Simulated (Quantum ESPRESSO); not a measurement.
**FeO under changes of volume**

One of the cells (10.695 Å³/atom); the others are scaled copies at fixed shape and fractional positions:

```
Fe O
1.0
    -1.60210    1.60210    2.08339
     1.60210   -1.60210    2.08339
     1.60210    1.60210   -2.08339
Fe O
1 1
Direct
  0.00000 0.00000 0.00000
  0.50000 0.50000 0.00000
```

The cell comes from a database or a generator and needn't be the stable form of this composition.

* Program: Quantum ESPRESSO 7.5
* Functional: PBEsol
* Potentials or basis: GBRV 1.5 PBEsol
* Cutoff: 762 eV
* Density cutoff: 6095 eV
* k mesh: 12 × 12 × 12
* Occupations: fermi-dirac, width 0.05 eV
* Spin: collinear spin, ferromagnetic start
* Starting moments: [3.0, 0.0] μB

| volume (Å³/atom) | energy over the lowest point (meV/atom) | pressure (GPa) |
| --- | --- | --- |
| 10.053 | 0.00 | -6.8 |
| 10.267 | ? | ? |
| 10.481 | 27.15 | -13.4 |
| 10.695 | 46.83 | -16.1 |
| 10.909 | 69.91 | -18.4 |
| 11.123 | 95.94 | -20.5 |
| 11.337 | 124.52 | -22.4 |

Task: What does the run at 10.267 Å³/atom give?

Result: Energy over the lowest point 11.37 meV/atom; pressure -10.3 GPa.

Worked out: A Birch-Murnaghan fit of order 3 (a polynomial in V^(-2/3)) to the other rows has no minimum within the range. It gives 11.35 meV/atom at 10.267 Å³/atom, against the run's 11.37, and -dE/dV = -10.2 GPa, against -10.3.

Energies are extrapolated to zero smearing.

Caveats: a cell with one magnetic atom can't hold antiferromagnetic order, which such compounds often take.
